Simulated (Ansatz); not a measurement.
Structure from Materials Project entry mp-85 (possibly hypothetical), not relaxed further.

In: DFT, PBE, PAW with Ansatz's default frozen-core files, scalar-relativistic (Ansatz 0.2.0).

```yaml
crystal:
  lattice:
    - [-1.6947072674, 1.6947072674, 2.2973723912]
    - [1.6947072674, -1.6947072674, 2.2973723912]
    - [1.6947072674, 1.6947072674, -2.2973723912]
  atoms:
    - { symbol: In, position: [0.0, 0.0, 0.0] }
kpoints:
  mp_grid: { grid: [17, 17, 17] }
  band_path:
    path:
      - [0.0, 0.0, 0.0]
      - [0.0, 0.0, 0.5]
      - [0.25, 0.25, 0.25]
      - [0.0, 0.5, 0.0]
      - [0.0, 0.0, 0.0]
      - [0.5, 0.5, -0.5]
      - [0.3860399918, 0.6139600082, -0.3860399918]
      - [-0.3860399918, 0.3860399918, 0.3860399918]
      - [0.0, 0.0, 0.0]
    npoints: 8
scf:
  occupations: { method: fermi_dirac, width: 0.03 }
hamiltonian:
  xc: pbe
  pseudopotentials: { kind: paw }
output:
  forces: true
  stress: true
  eigenvalues: true
  efg: { contact_densities: true }
  populations: true
  bader: true
  dos: { projected: true, de: 0.2, e_range: [-14, 8] }
```

Output:

```
In: output.efg is read without spin–orbit coupling, which moves field gradients at and beside such atoms by some per cent and up to a factor of two; PAW files take it under magnetization.noncollinear and magnetization.spin_orbit
Engine: ansatz 0.2.0
Pseudopotentials: kind: paw
Pseudopotential: In, paw, valence charge 13, recommended cutoff 420 eV (normal)
Functional definition: PBE
  parameter kappa = 0.804
  parameter beta = 0.06672455060314922
  exchange = pbe_x(kappa = kappa, mu = beta*pi^2/3)
  correlation = pbe_c(beta = beta)
Crystal: 1 atoms, lattice volume = 26.393 Å³
Basis set: ecut = 420 eV, 535 PW (Γ), exchange–correlation on 48×48×48 points (8 copies of the dense FFT grid, shifted against one another)
Bands: 11, of which v1, the nominal top of the filled ones, is band 7 counted from 1 (6 counted from 0)
Symmetry: 16 space group operations
Space group: I4/mmm (ITA 139), of the structure as read, at distance tolerance 3.0e-5 Å
k-points: 405 of 4913
Non-local potential: In, projectors of the file, l = 0: 2, l = 1: 2, l = 2: 2, l = 3: 2
PAW form: soft (Blöchl's): semilocal exchange-correlation on the pseudo side does not see the compensation charge
PAW one-centre angular grid: In, 590 points (default); XC on 64 Gauss nodes
Initial density: superposition of atomic densities (neutral atoms: chi_scale 0, normalization atom), corrected by the library's trained network
Initial wavefunctions: pseudopotential atomic-orbital guess
Functional: x = pbe(κ = 0.804, μ = 0.2195149727645171), c = pbe(β = 0.06672455060314922)
SCF iter   1: F=—  HF=-5597.842169 eV  |F-HF|=—  |Δ(HF+E_count)|=         —  Δρ=1.03e-3  dr2=1.93e-4  ethr=1.77e-3  ⟨swp⟩=5.9  Hψ=27743  notcnv=0
preconditioner: auto → none  [metal: Δε(μ)=0.021 eV  Ē_g=19.666 eV  σ=0.030 eV  W_gap=0.17  n_scr=8 (ndim 8)  ℏωp=26.1 eV  f_vac=0.000  D(μ)=0.41/eV (n_scr^D=0)  sad-step TF]
SCF iter   2: F=—  HF=-5597.841742 eV  |F-HF|=—  |Δ(HF+E_count)|=   4.27e-4  Δρ=5.73e-4  dr2=8.86e-5  ethr=1.49e-6  ⟨swp⟩=2.1  Hψ=9934  notcnv=0
SCF iter   3: F=—  HF=-5597.841774 eV  |F-HF|=—  |Δ(HF+E_count)|=   3.20e-5  Δρ=5.05e-4  dr2=4.42e-5  ethr=6.82e-7  ⟨swp⟩=2.0  Hψ=6908  notcnv=0  defer=3
SCF iter   4: F=—  HF=-5597.841752 eV  |F-HF|=—  |Δ(HF+E_count)|=   2.25e-5  Δρ=1.51e-4  dr2=3.66e-6  ethr=3.40e-7  ⟨swp⟩=2.4  Hψ=6970  notcnv=0
SCF iter   5: F=—  HF=-5597.841751 eV  |F-HF|=—  |Δ(HF+E_count)|=   6.91e-7  Δρ=1.31e-4  dr2=2.72e-6  ethr=2.81e-8  ⟨swp⟩=2.0  Hψ=6908  notcnv=0
SCF iter   6: F=—  HF=-5597.841750 eV  |F-HF|=—  |Δ(HF+E_count)|=   1.22e-6  Δρ=6.56e-5  dr2=6.67e-7  ethr=2.09e-8  ⟨swp⟩=2.0  Hψ=6380  notcnv=0
SCF iter   7: F=-5597.841750 eV  HF=-5597.841750 eV  |F-HF|=4.77e-8  |Δ(HF+E_count)|=   3.90e-7  Δρ=1.57e-5  dr2=3.79e-8  ethr=7.69e-10  ⟨swp⟩=4.6  Hψ=17922  notcnv=0
SCF 1 converged in 7 iterations: F = -5597.841750 eV  dr2 = 3.79e-8
  greatest PAW one-centre occupation: 0.981 electrons in one spin orbital (limit 2), on the In atom at site 0 (counted from 0), in its partial waves of l = 2
NSCF: frozen V_eff on 65 k-points
SCF converged after 7 iterations
Free energy (F): -5597.841750 eV
Harris-Foulkes:  -5597.841750 eV  (|F-HF|=4.77e-8)
Internal energy: -5597.840540 eV  (E = F + TS)
E sigma→0 (E₀):  -5597.841145 eV
Entropy (-TS):   -0.001209 eV (-1.209 meV/atom)
Fermi energy:    10.157217 eV
--- Per-component energies (eV) ---
  E_band       = -24.841115
  E_kinetic    = 241.310400
  E_local      = -1080.157610  (includes V_loc(G=0)·N_el)
  E_nonlocal   = 366.061367
  E_hartree    = 423.412563
  E_xc         = -216.021455
  E_vxc        = -100.006814  (∫ρ·V_xc dr)
  E_paw        = -4152.092243  (= ΣΔE_a)
  E_vpaw       = -298.881114  (= ΣTr[D̂ρ^β])
  E_aug_tail   = 0.000025  (compensation charges beyond the density's cutoff)
  E_ewald      = -1180.353587
  E_smearing   = -0.001209  (= −TS)
  E_closure    = -0.000000  (closes the sum)
  Σ components = -5597.841750   (vs F -5597.841750, Δ=0.00e0)
--- Forces (eV/Å), atoms counted from 1 ---
  atom   1  In    -0.00000000     0.00000000    -0.00000000
  max |Σ_I F_I| component: 1.05e-31 eV/Å
--- Stress (GPa, compression-positive) ---
        1.762873       0.000000       0.000000
        0.000000       1.762873       0.000000
       -0.000000      -0.000000       1.228919
  P = ⅓ Tr σ = 1.5849 GPa (15.849 kbar)
--- PAW observables at the nuclei: V_zz in 10²¹ V/m², potentials from the cell's mean, atoms counted from 1 ---
  atom   1  In V_zz =    -0.615485   η = 0.0000   by run symmetry: allowed
            electrostatic potential = -7940.235561 V   contact ρ = 1133080.129744 e/Å³
--- Band table (eV; the first three rows and the last of 405) ---
  k-point 0: bands = ["-4.5089", "-4.5089", "-4.4550", "-4.3517", "-4.2984", "0.6528", "20.5675", "20.6796", "20.6796", "21.6458", "24.0316"]
  k-point 1: bands = ["-4.5157", "-4.4965", "-4.4456", "-4.3554", "-4.2974", "0.7502", "19.9671", "20.0798", "20.3252", "21.2141", "24.6326"]
  k-point 2: bands = ["-4.5350", "-4.4608", "-4.4185", "-4.3712", "-4.2906", "1.0439", "18.8239", "18.9469", "19.4724", "20.4496", "22.8696"]
  k-point 404: bands = ["-4.6822", "-4.6096", "-4.1889", "-4.1360", "-4.1310", "8.3102", "8.5395", "13.2074", "13.8331", "17.1827", "17.8892"]
--- Löwdin populations: 1 site ---
  site symbol       q [e]
     0     In     12.9811
  spilling = 0.001453 (of n_electrons = 13.000000)
--- Bader charges: 1 site ---
  site symbol  charge [e]  shift [e]
     0     In      0.0000     0.0000
  estimated error of the sums over rays = 1.6e-5 e
```

populations.tsv:

```
# site	symbol	l	j	q
# orbitals = lowdin
# n_electrons = 13.000000
# spilling = 0.001453
0	In	0_5S	-	1.329468
0	In	1_5P	-	1.666406
0	In	2_4D	-	9.985235
```

bader_charges.tsv:

```
# site	symbol	x_ang	y_ang	z_ang	partial_charge_e	electrons	volume_ang3	relative_density_drop	shared_charge_e	partial_wave_shift_e
# quadrature_error_electrons = 1.6e-5
0	In	0.0000	0.0000	0.0000	0.00000	49.00000	26.39	-	0.00000	0.00000
```
